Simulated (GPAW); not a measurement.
**Y: relaxation of cell and atoms with PBE+D3**

Y:

```
CELL_PARAMETERS angstrom
3.64740 0.00000 0.00000
-1.82370 3.15874 0.00000
0.00000 0.00000 5.73060
ATOMIC_POSITIONS crystal
Y 0.66667 0.33333 0.75000
Y 0.33333 0.66667 0.25000
```

| Quantity | Value |
| --- | --- |
| Program | GPAW 26.7.0 |
| Task | relaxation of cell and atoms |
| Functional | PBE |
| Dispersion | D3 |
| Potentials or basis | GPAW PAW data sets (gpaw-data 1.2.1) |
| Cutoff | 600 eV |
| Basis | pw |
| k mesh | 6 × 6 × 4 |
| Occupations | fermi-dirac, width 0.05 eV |
| Spin | no spin polarisation |
| Maxiter | 150 |
| Optimizer | BFGS |
| Fmax | 0.02 eV/Å |
| Max steps | 60 |

The relaxed volume is 31.68 Å³/atom, the relaxed cell is a = 3.618 Å, b = 3.618 Å, c = 5.588 Å, α = 90.00°, β = 90.00°, γ = 120.00° and the space group after relaxing (to 0.05 Å) is P6_3/mmc (No. 194). The energy gained by relaxing is 8.7 meV/atom and the ionic steps are 6. The pressure after relaxing is 0.0 GPa, the band gap on the k mesh is none (metal or under the smearing width) and the dispersion energy per atom is -0.269 eV.

The path:
```
step  energy change (eV)  largest force (eV/Å)  pressure (GPa)  volume (Å³)
   1              0.0000                0.0000           -1.68        66.02
   2             -0.0050                0.0001           -1.40        65.54
   3             -0.0163                0.0000            0.11        63.12
   4             -0.0165                0.0001            0.07        63.19
   5             -0.0172                0.0000           -0.06        63.38
   6             -0.0175                0.0000           -0.04        63.36
```

Final structure:
```
Y
1.0
     3.61840    0.00000    0.00000
    -1.80920    3.13362    0.00000
     0.00000    0.00000    5.58818
Y
2
Direct
  0.66667 0.33333 0.75000
  0.33333 0.66667 0.25000
```

Levels at points of the mesh, in eV from the Fermi level:
| k point | band 7 | band 8 | band 9 | band 10 | band 11 | band 12 | band 13 | band 14 | band 15 | band 16 |
| --- | --- | --- | --- | --- | --- | --- | --- | --- | --- | --- |
| (0.00, 0.00, 0.00) | -22.34 | -22.29 | -4.74 | -1.91 | 1.05 | 1.72 | 1.72 | 2.18 | 2.38 | 2.38 |
| (0.00, 0.00, 0.50) | -22.40 | -22.40 | -3.24 | -3.24 | 0.99 | 0.99 | 1.61 | 1.61 | 1.61 | 1.61 |
| (0.50, 0.50, 0.00) | -22.47 | -22.40 | -1.72 | -1.28 | -0.88 | -0.14 | 1.39 | 1.48 | 2.17 | 5.08 |
| (0.50, 0.50, 0.50) | -22.46 | -22.46 | -1.72 | -1.72 | 0.05 | 0.05 | 1.43 | 1.43 | 2.76 | 2.76 |

Wall time 2.7 min on 1 thread of Arm Neoverse N1, on a shared host, peak memory 0.23 GiB.

Caveat: later steps reuse the first step's grids; pairwise dispersion overbinds metals, which lowers pressure and volume.
